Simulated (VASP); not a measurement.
## Sr: equation of state with PBEsol

The system is Sr.

```
CELL_PARAMETERS angstrom
0.00000 3.04235 3.04235
3.04235 0.00000 3.04235
3.04235 3.04235 0.00000
ATOMIC_POSITIONS crystal
Sr 0.00000 0.00000 0.00000
```

```
Program                : VASP 6.6.1
Task                   : equation of state
Functional             : PBEsol
Potentials or basis    : VASP PAW PBE potentials, release 64 (Sr_sv)
Cutoff                 : 520 eV
k mesh                 : 8 × 8 × 8
Occupations            : fermi-dirac, width 0.05 eV
Spin                   : no spin polarisation
Ladder                 : free
Further INCAR settings : ALGO = Normal; EDIFF = 1e-07; NBANDS = 11
```

```yaml
Equilibrium_volume: "51.89 Å³/atom (rough: see the caveat)"
Bulk_modulus: 12.4 GPa (rough)
```

Energy against volume, from the lowest point:
```tsv
volume (Å³/atom)	energy (meV/atom)
52.940	0.00
54.067	2.52
55.193	6.63
56.319	12.17
57.446	19.01
58.572	27.05
59.698	36.17
```

All runs of the series together: 88 s on 1 thread of Intel(R) Xeon(R) Platinum 8259CL CPU @ 2.50GHz (Skylake/Cascade Lake), on a shared host.

Caveat: the minimum lies outside the volumes run; the PAW data sets were made with another functional, which shifts forces and pressure a little.
